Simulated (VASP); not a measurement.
# GaAs (F-43m) in VASP: notebook

The runs below take GaAs through G0W0 quasiparticle levels, with PBE.

All numbers are computed with VASP 6.6.1; they aren't measurements. Logs are shortened: lines on timing, memory, paths and dates and some standing lists are left out, and cuts for length are marked.

## Step 1: Starting point

The structure is cubic, space group F-43m (No. 216). The conventional cell has a = 5.654 Å, b = 5.654 Å, c = 5.654 Å, α = 90.00°, β = 90.00°, γ = 90.00°. As (site symmetry -43m) has 4 Ga at 2.45 Å as nearest neighbours. Ga (site symmetry -43m) has 4 As at 2.45 Å as nearest neighbours.

## Step 2: G0W0 quasiparticle levels, PBE

POSCAR reads:

```
GaAs
1.0
    0.0000000000      2.8268500000      2.8268500000
    2.8268500000      0.0000000000      2.8268500000
    2.8268500000      2.8268500000      0.0000000000
As Ga
1 1
Direct
    0.7500000000      0.7500000000      0.7500000000
    0.0000000000      0.0000000000      0.0000000000
```

INCAR.step1 reads:

```
SYSTEM = GaAs
PREC = Accurate
ENCUT = 450
EDIFF = 1E-8
ISMEAR = 0
SIGMA = 0.01
LREAL = .FALSE.
LASPH = .TRUE.
NELM = 60
ALGO = Fast
LWAVE = .TRUE.
LCHARG = .FALSE.
GGA = PE
```

INCAR.step2 reads:

```
SYSTEM = GaAs
PREC = Accurate
ENCUT = 450
EDIFF = 1E-8
ISMEAR = 0
SIGMA = 0.01
LREAL = .FALSE.
LASPH = .TRUE.
NELM = 1
ALGO = Exact
LWAVE = .TRUE.
LCHARG = .FALSE.
GGA = PE
NBANDS = 22
LOPTICS = .TRUE.
ISTART = 1
```

INCAR.step3 reads:

```
SYSTEM = GaAs
PREC = Accurate
ENCUT = 450
EDIFF = 1E-8
ISMEAR = 0
SIGMA = 0.01
LREAL = .FALSE.
LASPH = .TRUE.
ALGO = EVGW0
LWAVE = .FALSE.
LCHARG = .FALSE.
GGA = PE
NELMGW = 1
NBANDS = 22
ENCUTGW = 260
NOMEGA = 48
PRECFOCK = Fast
ISTART = 1
NBANDSGW = 17
```

KPOINTS reads:

```
Automatic mesh
0
G
  3 3 3
  0 0 0
```

Potentials or basis: VASP PAW PBE potentials, release 64 (As_GW, Ga_d_GW).

Run with:

```console
> cat potpaw_PBE.64/As_GW/POTCAR potpaw_PBE.64/Ga_d_GW/POTCAR > POTCAR
> cp INCAR.step1 INCAR
> mpirun -np 1 vasp_std > vasp.out
> cp INCAR.step2 INCAR
> mpirun -np 1 vasp_std > vasp.out
> cp INCAR.step3 INCAR
> mpirun -np 1 vasp_std > vasp.out
```

OUTCAR:

```text
SYSTEM = GaAs
   PREC = Accurate
   ENCUT = 450
   EDIFF = 1E-8
   ISMEAR = 0
   LREAL = .FALSE.
   LASPH = .TRUE.
   GGA = PE
   NELMGW = 1
   ENCUTGW = 260
   PRECFOCK = Fast
   ISTART = 1

 Found      4 irreducible k-points:

 Following reciprocal coordinates:
            Coordinates               Weight
  0.000000  0.000000  0.000000      1.000000
  0.333333  0.000000  0.000000      8.000000
  0.333333  0.333333  0.000000      6.000000
 -0.333333  0.333333  0.000000     12.000000
   k-points           NKPTS =      4   k-points in BZ     NKDIM =     27   number of bands    NBANDS=     22
   number of dos      NEDOS =    301   number of ions     NIONS =      2
   total plane-waves  NPLWV =  21952
   dimension x,y,z NGX =    28 NGY =   28 NGZ =   28
   dimension x,y,z NGXF=    56 NGYF=   56 NGZF=   56
   ions per type =               1   1
   NGX,Y,Z   is equivalent  to a cutoff of  11.64, 11.64, 11.64 a.u.
   NGXF,Y,Z  is equivalent  to a cutoff of  23.29, 23.29, 23.29 a.u.
 SYSTEM =  GaAs
   PREC   = accura    normal or accurate (medium, high low for compatibility)
   ISTART =      1    job   : 0-new  1-cont  2-samecut
   ICHARG =      0    charge: 1-file 2-atom 10-const
   ISPIN  =      1    spin polarized calculation?
   LNONCOLLINEAR =      F non collinear calculations
   LSORBIT =      F    spin-orbit coupling
   LASPH  =      T    aspherical Exc in radial PAW
   ENCUT  =  450.0 eV  33.07 Ry    5.75 a.u.   6.91  6.91  6.91*2*pi/ulx,y,z
   NELM   =     60;   NELMIN=  2; NELMDL=  0     # of ELM steps
   EDIFF  = 0.1E-07   stopping-criterion for ELM
   LREAL  =      F    real-space projection
   EDIFFG = 0.1E-06   stopping-criterion for IOM
   NSW    =      0    number of steps for IOM
   IBRION =     -1    ionic relax: 0-MD 1-quasi-New 2-CG
   NFREE  =      0    steps in history (QN), initial steepest desc. (CG)
   ISIF   =      0    stress and relaxation
   ISYM   =      3    0-nonsym 1-usesym 2-fastsym
   POTIM  = 0.5000    time-step for ionic-motion
   TEBEG  =    0.0;   TEEND  =   0.0 temperature during run
   PSTRESS=    0.0 pullay stress
   NELECT =      18.0000    total number of electrons
   NUPDOWN=      -1.0000    fix difference up-down
   EMIN   =  10.00;   EMAX   =-10.00  energy-range for DOS
   EFERMI =   0.00;   METHOD = LEGACY
   ISMEAR =     0;   SIGMA  =   0.01  broadening in eV -4-tet -1-fermi 0-gaus
   EFERMI_NEDOS =   21; number of points for ismear=-14 and -15
   IALGO  =     38    algorithm
   IMIX   =      4    mixing-type and parameters
     AMIX     =   0.40;   BMIX     =  1.00
     AMIX_MAG =   1.60;   BMIX_MAG =  1.00
  volume/ion in A,a.u.               =      22.59       152.44
  Fermi-wavevector in a.u.,A,eV,Ry     =   1.204628  2.276417 19.743799  1.451128
  Thomas-Fermi vector in A             =   2.340347
   LORBIT       =      0    0 simple, 1 ext, 2 COOP (PROOUT), +10 PAW based schemes
   GGA     = PE    functional components
   LHFCALC =     T    Hartree Fock is set to
   PRECFOCK=fast      Normal, Fast or Accurate (Low or Medium for compatibility)
   ENCUT4O =  -1.0   cutoff for four orbital integrals eV
   NKREDX  =     1    reduce k-point grid by
   NKREDY  =     1    reduce k-point grid by
   NKREDZ  =     1    reduce k-point grid by
   AEXX    =    1.0000 exact exchange contribution
   HFSCREEN=    0.0000 screening length (either q_TF or 0.3 A-1)
   HFSCREENC=   0.0000 screening length for correlation (either q_TF or 0.3 A-1)
   ENCUTFOCK=  -1.0 apply spherical cutoff to Coloumb kernel
   IVDW    =     0    specifies the selected vdW correction
   LEPSILON=     F    determine dielectric tensor
   LRPA    =     F    only Hartree local field effects (RPA)
   LRPAFORCE           =     F    calculate RPA forces
   ENCUTGW             = 260.0    cutoff for response function in eV
   ENCUTGWSOFT         = 208.0    soft cutoff for Coulomb kernel in GW response function in eV
   ENCUTLF             =  -1.0    cutoff for local field effects
   NELMGW              =     1    number of iterations in solving QP/BSE equation
   NELMHF              =     1    number of iterations in the inner HF iteration
   NKREDLFX            =     1    NKREDLFY  =   1   NKREDLFZ  =   1
 non-spin polarized calculation
 Gauss-broadening in eV      SIGMA  =   0.01
  energy-cutoff  :      450.00
  volume of cell :       45.18
 maximum number of plane-waves:      1002
  NGX = 16; NGY = 16; NGZ = 16
   NGX = 13   NGY = 13   NGZ = 13
 maximum number of plane-waves:       432

 QP shifts <psi_nk| G(iteration)W_0 |psi_nk>: iteration 1
 for sc-GW calculations column KS-energies equals QP-energies in previous step
 and V_xc(KS)=  KS-energies - (<T + V_ion + V_H > + <T+V_H+V_ion>^1  + <V_x>^1)

 k-point   1 :       0.0000    0.0000    0.0000
  band No.  KS-energies  QP-energies   sigma(KS)   V_xc(KS)     V^pw_x(r,r')   Z            occupation Imag(sigma)

      1     -10.9652     -13.5823     -25.5785     -21.7129     -35.0607       0.6770       2.0000       0.4114
      2     -10.9652     -13.5823     -25.5785     -21.7129     -35.0607       0.6770       2.0000       0.4114
      3     -10.9652     -13.5823     -25.5785     -21.7129     -35.0607       0.6770       2.0000       0.4114
      4     -10.8897     -13.5404     -25.7143     -21.8097     -35.1532       0.6789       2.0000       0.3756
      5     -10.8897     -13.5404     -25.7143     -21.8097     -35.1532       0.6789       2.0000       0.3756
      6      -8.7613      -8.6915     -11.0310     -11.1300     -18.0691       0.7052       2.0000       1.2630
[... 9 lines left out ...]
     16      14.0011      15.0283      -8.5043      -9.8151      -4.4894       0.7837       0.0000      -0.3725
     17      15.4490      16.1882      -6.7113      -7.6397      -2.1672       0.7963       0.0000      -0.5061

 k-point   2 :       0.3333    0.0000    0.0000
  band No.  KS-energies  QP-energies   sigma(KS)   V_xc(KS)     V^pw_x(r,r')   Z            occupation Imag(sigma)

      1     -11.0225     -13.5441     -25.1821     -21.4304     -34.6357       0.6721       2.0000       0.4361
      2     -10.9498     -13.5761     -25.6130     -21.7414     -35.0934       0.6783       2.0000       0.4076
      3     -10.9498     -13.5761     -25.6130     -21.7414     -35.0934       0.6783       2.0000       0.4076
      4     -10.8879     -13.5442     -25.7182     -21.8152     -35.1625       0.6806       2.0000       0.3734
      5     -10.8879     -13.5442     -25.7182     -21.8152     -35.1625       0.6806       2.0000       0.3734
      6      -7.6086      -7.5528     -11.6345     -11.7148     -18.3635       0.6951       2.0000       1.0254
[... 9 lines left out ...]
     16      13.5616      14.4596      -8.1364      -9.2856      -3.9861       0.7814       0.0000      -0.3898
     17      17.4297      18.6711      -7.7928      -9.3920      -3.0327       0.7762       0.0000      -0.7150

 k-point   3 :       0.3333    0.3333    0.0000
  band No.  KS-energies  QP-energies   sigma(KS)   V_xc(KS)     V^pw_x(r,r')   Z            occupation Imag(sigma)

      1     -11.0487     -13.5509     -25.1233     -21.3931     -34.5827       0.6708       2.0000       0.4424
      2     -10.9292     -13.5720     -25.6732     -21.7888     -35.1581       0.6804       2.0000       0.4020
      3     -10.9292     -13.5720     -25.6732     -21.7888     -35.1581       0.6804       2.0000       0.4020
      4     -10.9078     -13.5413     -25.6446     -21.7545     -35.0769       0.6770       2.0000       0.3774
      5     -10.8802     -13.5433     -25.7315     -21.8295     -35.1791       0.6825       2.0000       0.3696
      6      -7.1933      -7.1299     -11.7090     -11.7998     -18.2771       0.6981       2.0000       0.9544
[... 9 lines left out ...]
     16      17.0271      18.1970      -7.5677      -9.0752      -2.9007       0.7761       0.0000      -0.6480
     17      19.2178      20.2997      -7.0326      -8.3959      -2.4711       0.7936       0.0000      -0.8649

 k-point   4 :      -0.3333    0.3333    0.0000
  band No.  KS-energies  QP-energies   sigma(KS)   V_xc(KS)     V^pw_x(r,r')   Z            occupation Imag(sigma)

      1     -11.0523     -13.5419     -25.0708     -21.3600     -34.5293       0.6709       2.0000       0.4454
      2     -10.9358     -13.5727     -25.6465     -21.7622     -35.1196       0.6789       2.0000       0.3991
      3     -10.9284     -13.5737     -25.6708     -21.7908     -35.1572       0.6818       2.0000       0.4026
      4     -10.8975     -13.5428     -25.6878     -21.7897     -35.1296       0.6786       2.0000       0.3751
      5     -10.8864     -13.5451     -25.7144     -21.8146     -35.1595       0.6817       2.0000       0.3713
      6      -6.4238      -6.3419     -12.1904     -12.3079     -18.5480       0.6975       2.0000       0.8249
[... 9 lines left out ...]
     16      18.2111      19.4585      -7.3795      -8.9499      -2.7256       0.7943       0.0000      -0.7502
     17      18.6244      19.7664      -6.8543      -8.2679      -2.3578       0.8078       0.0000      -0.7641
```

It took 55 s on 1 thread of Intel Xeon Platinum 8259CL at 2.50GHz (Skylake/Cascade Lake), shared host; peak memory 0.43 GiB.

The run converged, but some of its settings lie outside the range that counts as converged, so its numbers aren't taken as properties of the crystal.

Results:

```yaml
Band_gap_on_the_k_mesh_mean-field_level: 0.49 eV, direct
Quasiparticle_gap: 1.50 eV
Least_direct_quasiparticle_gap: 1.50 eV
```

Caveat: the k mesh is coarse (spacing up to 0.64 Å⁻¹), so the values aren't converged; bands, screening cutoff and mesh are small and nothing is extrapolated, so the quasiparticle values aren't converged.

## Step 3: G0W0 quasiparticle levels, PBE

POSCAR is that of step 2.

INCAR.step1 is that of step 2.

Changes to INCAR.step2 since step 2:

```diff
@@ -13,3 +13,3 @@
 GGA = PE
-NBANDS = 22
+NBANDS = 36
 LOPTICS = .TRUE.
```

Changes to INCAR.step3 since step 2:

```diff
@@ -13,4 +13,4 @@
 NELMGW = 1
-NBANDS = 22
-ENCUTGW = 260
+NBANDS = 36
+ENCUTGW = 200
 NOMEGA = 48
```

KPOINTS is that of step 2.

Potentials or basis: VASP PAW PBE potentials, release 64 (As_GW, Ga_d_GW).

Run with:

```console
> cat potpaw_PBE.64/As_GW/POTCAR potpaw_PBE.64/Ga_d_GW/POTCAR > POTCAR
> cp INCAR.step1 INCAR
> mpirun -np 1 vasp_std > vasp.out
> cp INCAR.step2 INCAR
> mpirun -np 1 vasp_std > vasp.out
> cp INCAR.step3 INCAR
> mpirun -np 1 vasp_std > vasp.out
```

OUTCAR:

```text
SYSTEM = GaAs
   PREC = Accurate
   ENCUT = 450
   EDIFF = 1E-8
   ISMEAR = 0
   LREAL = .FALSE.
   LASPH = .TRUE.
   GGA = PE
   NELMGW = 1
   ENCUTGW = 200
   PRECFOCK = Fast
   ISTART = 1

 Found      4 irreducible k-points:

 Following reciprocal coordinates:
            Coordinates               Weight
  0.000000  0.000000  0.000000      1.000000
  0.333333  0.000000  0.000000      8.000000
  0.333333  0.333333  0.000000      6.000000
 -0.333333  0.333333  0.000000     12.000000
   k-points           NKPTS =      4   k-points in BZ     NKDIM =     27   number of bands    NBANDS=     36
   number of dos      NEDOS =    301   number of ions     NIONS =      2
[... 58 lines left out ...]
   ENCUTLF             =  -1.0    cutoff for local field effects
   NELMGW              =     1    number of iterations in solving QP/BSE equation
   NELMHF              =     1    number of iterations in the inner HF iteration
   NKREDLFX            =     1    NKREDLFY  =   1   NKREDLFZ  =   1
 non-spin polarized calculation
 Gauss-broadening in eV      SIGMA  =   0.01
  energy-cutoff  :      450.00
  volume of cell :       45.18
 maximum number of plane-waves:      1002
  NGX = 16; NGY = 16; NGZ = 16
   NGX = 13   NGY = 13   NGZ = 13
 maximum number of plane-waves:       302

 QP shifts <psi_nk| G(iteration)W_0 |psi_nk>: iteration 1
 for sc-GW calculations column KS-energies equals QP-energies in previous step
 and V_xc(KS)=  KS-energies - (<T + V_ion + V_H > + <T+V_H+V_ion>^1  + <V_x>^1)

 k-point   1 :       0.0000    0.0000    0.0000
  band No.  KS-energies  QP-energies   sigma(KS)   V_xc(KS)     V^pw_x(r,r')   Z            occupation Imag(sigma)

      1     -10.9652     -13.1957     -25.0233     -21.7129     -35.0607       0.6738       2.0000       0.4971
      2     -10.9652     -13.1957     -25.0233     -21.7129     -35.0607       0.6738       2.0000       0.4971
      3     -10.9652     -13.1957     -25.0233     -21.7129     -35.0607       0.6738       2.0000       0.4971
      4     -10.8897     -13.1530     -25.1553     -21.8097     -35.1532       0.6765       2.0000       0.4444
      5     -10.8897     -13.1530     -25.1553     -21.8097     -35.1532       0.6765       2.0000       0.4444
      6      -8.7613      -8.9003     -11.3278     -11.1300     -18.0691       0.7028       2.0000       1.1990
[... 59 lines left out ...]
      3     -10.9284     -13.1793     -25.1120     -21.7908     -35.1572       0.6777       2.0000       0.4918
      4     -10.8975     -13.1542     -25.1294     -21.7897     -35.1296       0.6757       2.0000       0.4484
      5     -10.8864     -13.1549     -25.1551     -21.8146     -35.1595       0.6791       2.0000       0.4411
      6      -6.4238      -6.5332     -12.4639     -12.3079     -18.5480       0.7010       2.0000       0.8180
[... 9 lines left out ...]
     16      18.2111      18.7196      -8.2949      -8.9499      -2.7256       0.7763       0.0000      -0.7341
     17      18.6244      18.9920      -7.8018      -8.2679      -2.3578       0.7887       0.0000      -0.7399
```

OUTCAR.step1:

```text
SYSTEM = GaAs
   PREC = Accurate
   ENCUT = 450
   EDIFF = 1E-8
   ISMEAR = 0
   LREAL = .FALSE.
   LASPH = .TRUE.
[... 171 lines left out ...]
      4.24027      4.24027      4.24027        -0.000000      0.000000      0.000000
      0.00000      0.00000      0.00000         0.000000     -0.000000     -0.000000
 -----------------------------------------------------------------------------------
    total drift:                               -0.000016     -0.000016     -0.000016

  FREE ENERGIE OF THE ION-ELECTRON SYSTEM (eV)
  ---------------------------------------------------
  free  energy   TOTEN  =        -7.6601759757 eV

  energy  without entropy=       -7.6601759757  energy(sigma->0) =       -7.66017598
```

Run time: 50 s. Hardware: 1 thread of Intel Xeon Platinum 8259CL at 2.50GHz (Skylake/Cascade Lake), shared host; peak memory 0.28 GiB.

The run converged, but some of its settings lie outside the range that counts as converged, so its numbers aren't taken as properties of the crystal.

Results:

- Band gap on the k mesh, mean-field level: 0.49 eV, direct
- Quasiparticle gap: 1.48 eV
- Least direct quasiparticle gap: 1.48 eV

Caveat: the k mesh is coarse (spacing up to 0.64 Å⁻¹), so the values aren't converged; bands, screening cutoff and mesh are small and nothing is extrapolated, so the quasiparticle values aren't converged.

[end of part 1 of 3]
